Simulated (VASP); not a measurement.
A run of VASP 6.6.1:

POSCAR

```
H3OF
1.0
    5.8921350700      0.0000000000      0.0000000000
    0.0000000000      4.1712317200      0.0000000000
    0.0000000000      0.0000000000      6.1025957200
H O F
12 4 4
Direct
    0.8023916700      0.2500000000      0.5451529500
    0.1976083300      0.7500000000      0.4548470500
    0.3023916700      0.2500000000      0.9548470500
    0.6976083300      0.7500000000      0.0451529500
    0.1024259800      0.5469303700      0.2375295400
    0.8975740200      0.0469303700      0.7624704600
    0.6024259800      0.9530696300      0.2624704600
    0.3975740200      0.4530696300      0.7375295400
    0.6024259800      0.5469303700      0.2624704600
    0.3975740200      0.0469303700      0.7375295400
    0.1024259800      0.9530696300      0.2375295400
    0.8975740200      0.4530696300      0.7624704600
    0.5807583400      0.7500000000      0.1699941300
    0.4192416600      0.2500000000      0.8300058700
    0.0807583400      0.7500000000      0.3300058700
    0.9192416600      0.2500000000      0.6699941300
    0.6357704500      0.2500000000      0.3759044300
    0.3642295500      0.7500000000      0.6240955700
    0.1357704500      0.2500000000      0.1240955700
    0.8642295500      0.7500000000      0.8759044300
```

INCAR.step1

```
SYSTEM = H3OF
PREC = Accurate
ENCUT = 520
ISMEAR = -1
SIGMA = 0.02
LREAL = Auto
LASPH = .TRUE.
NELM = 80
NBANDS = 48
GGA = PE
ALGO = Normal
EDIFF = 1E-4
LWAVE = .TRUE.
LCHARG = .FALSE.
```

Contents of INCAR.step2:

```
SYSTEM = H3OF
PREC = Accurate
ENCUT = 520
EDIFF = 1E-8
ISMEAR = -1
SIGMA = 0.02
LREAL = Auto
LASPH = .TRUE.
NELM = 80
ALGO = Normal
ISIF = 2
LWAVE = .FALSE.
LCHARG = .FALSE.
METAGGA = R2SCAN
LMIXTAU = .TRUE.
LEFG = .TRUE.
NBANDS = 48
ISTART = 1
```

KPOINTS

```
Automatic mesh
0
G
  4 6 4
  0 0 0
```

Potentials or basis: VASP PAW PBE potentials, release 64 (H, O, F).

Launch:

```sh
$ cat potpaw_PBE.64/H/POTCAR potpaw_PBE.64/O/POTCAR potpaw_PBE.64/F/POTCAR > POTCAR
$ cp INCAR.step1 INCAR
$ mpirun -np 1 vasp_std > vasp.out
$ cp INCAR.step2 INCAR
$ mpirun -np 1 vasp_std > vasp.out
```

Hardware: 1 thread of Intel(R) Xeon(R) 6975P-C (Granite Rapids), with other jobs on the host.

Question: Estimate the wall time of this run.

Answer: It took 14 min on 1 thread of Intel(R) Xeon(R) 6975P-C (Granite Rapids), with other jobs on the host, peak memory 0.35 GiB. Counts: scf iterations 14, k points 36.
